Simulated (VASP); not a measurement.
Set up this calculation in VASP 6.6.1, as the native input.

* Task: single point
* Functional: PBE
* Potentials or basis: VASP PAW PBE potentials, release 64 (W_sv)
* Cutoff: 520 eV
* k mesh: 15 × 15 × 1
* Occupations: methfessel-paxton, width 0.1 eV
* Spin: no spin polarisation
* Dipole correction: yes
* Further INCAR settings: ALGO = Fast; EDIFF = 1e-07

The structure of W lies in POSCAR:

```
W                                       
1.0
    2.7579548900      0.0000000000      0.0000000000
   -0.9193183000      2.6002248100      0.0000000000
    0.0000000000      0.0000000000     26.2593037000
  W             
     6
Direct
     0.5000000000000000    0.5000000000000000    0.2886409088708342
     1.0000000000000000    0.0000000000000000    0.3712323938819769
     0.5000000000000000    0.5000000000000000    0.4571460483638722
     1.0000000000000000    0.0000000000000000    0.5428539516361278
     0.5000000000000000    0.5000000000000000    0.6287676061180233
     0.0000000000000000    0.0000000000000000    0.7113590911291658
```

The slab is cut from a database's or a generator's crystal, which needn't be the stable form of the element.

The input as run:

INCAR

```
SYSTEM = W
ALGO     = Fast           ! electronic algorithm
DIPOL    = 0.5 0.5 0.500
EDIFF    = 1E-7           ! SCF threshold, eV
ENCUT    = 520            ! plane-wave cutoff, eV
GGA      = PE             ! functional
ICORELEVEL= 1            
IDIPOL   = 3            
ISIF     = 2              ! what is computed and relaxed
ISMEAR   = 1              ! smearing method
KPAR     = 4            
LASPH    = .TRUE.         ! aspherical terms in the spheres
LCHARG   = .FALSE.        ! write CHGCAR
LDIPOL   = .TRUE.       
LREAL    = .FALSE.        ! projectors in reciprocal space
LVACPOTAV= .TRUE.       
LVHAR    = .TRUE.       
LWAVE    = .FALSE.        ! write WAVECAR
NELM     = 80             ! most SCF steps
PREC     = Accurate       ! precision mode
SIGMA    = 0.1            ! smearing width, eV
```

KPOINTS

```
k-points
0
G
  15 15 1
  0 0 0
```

Potentials or basis: VASP PAW PBE potentials, release 64 (W_sv).

Command:

```console
$ cat potpaw_PBE.64/W_sv/POTCAR > POTCAR
$ mpirun -np 4 vasp_std > vasp.out
```

It gave:

```json
{
  "Largest force": "0.013 eV/Å",
  "Band gap on the k mesh": "none (metal or under the smearing width)",
  "Work function of the upper face": "4.77 eV",
  "Work function of the lower face": "4.77 eV"
}
```

It took 7.1 min on 4 MPI ranks on Intel(R) Xeon(R) Platinum 8488C (Sapphire Rapids), on a shared host, peak memory 0.62 GiB a rank.
